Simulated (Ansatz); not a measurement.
Cold compression of CoSi (begun as WC type, now distorted WC)

```yaml
crystal:
  lattice:
    - [3.36525, 0.00000, 0.00000]
    - [-1.68262, 2.91439, 0.00000]
    - [0.00000, 0.00000, 2.54795]
  atoms:
    - { symbol: Co, position: [0.00000, 0.00000, 0.00000] }
    - { symbol: Si, position: [0.33333, 0.66667, 0.50000] }
```

The cell comes from a relaxation on PAW files under the same functional, begun from a prototype that needn't be the stable phase.

The start type wasn't kept: the relaxed cell is distorted WC.

Its volume is scaled, and at each volume shape and atoms are relaxed on PAW files; all methods then take that cell.

All numbers are PBE results (scalar-relativistic) from Ansatz 0.2.0, with a Γ-centred 16×16×14 k mesh, Fermi–Dirac smearing of 0.05 eV, no spin polarisation. Methods: LAPW: all electrons, basis error target 1 meV/atom; PAW: frozen-core files, cutoff 420 eV; norm-conserving: pseudopotentials, cutoff 1306 eV; PAW (cutoff 600 eV): frozen-core files, cutoff 600 eV.

Energies are extrapolated to zero smearing and count from the unscaled cell; pressure is positive in compression; gaps take the mesh and a band path. No temperature or zero-point motion is included.

Spin polarisation is left out, though a magnetic state may lie lower.

| V/V0 | V (Å³/atom) | P LAPW (GPa) | ΔE LAPW (eV/atom) | P PAW − LAPW (GPa) | ΔE PAW − LAPW (meV/atom) | space group | shortest distance (Å) |
| --- | --- | --- | --- | --- | --- | --- | --- |
| 1.00 | 12.49 | 0.06 | 0.000 | -0.04 | 0.0 | P-6m2 | 2.323 |
| 0.94 | 11.75 | 12.33 | 0.027 | -0.03 | -0.1 | P-6m2 | 2.275 |
| 0.88 | 11.00 | 29.3 | ? | -0.02 | -0.2 | P-6m2 | 2.225 |
| 0.80 | 10.00 | 62.3 | 0.400 | 0.03 | -0.2 | P-6m2 | 2.154 |
| 0.72 | 9.00 | 113.5 | 0.937 | 0.07 | 0.2 | P-6m2 | 2.080 |

Q: Fill in "ΔE LAPW (eV/atom)" for the row "0.88".

A: 0.122.

Q: Fit the Vinet equation to the LAPW pressures over the whole range, with residuals weighted by 1/(|P| + 0.03·Pmax).

A: V0 = 12.50 Å³/atom, B0 = 173 GPa and B0′ = 4.38, and the fit misses no point by more than 0.059 GPa. A fit over so wide a range pins B0 less well than one near rest.

Q: From the table, what is the rise of the enthalpy H = E + pV up to the last row, and how stiff is the crystal between the last two rows?

A: ΔH = 0.937 eV + (113.5 GPa × 9.00 Å³ − 0.06 GPa × 12.49 Å³) × 0.006242 eV/(GPa·Å³) = 7.31 eV/atom, of which pV makes 87 %. The mean bulk modulus there is −ΔP/Δln V = 486 GPa.

Q: At the smallest volume, how far do norm-conserving and PAW (cutoff 600 eV) lie from LAPW in pressure?

A: norm-conserving: -0.38 GPa; PAW (cutoff 600 eV): +0.05 GPa, on a LAPW pressure of 113.5 GPa.

Q: How do the Löwdin populations by LAPW change from the unscaled cell to the last row?

A: Co 4s 0.59 → 0.55, Co 3d 8.06 → 8.24, Si 3s 1.31 → 1.18 electrons an atom. These are projections on the shells that the free atoms fill; 0.23 e a cell lies outside them at the start and 0.26 e at the end.
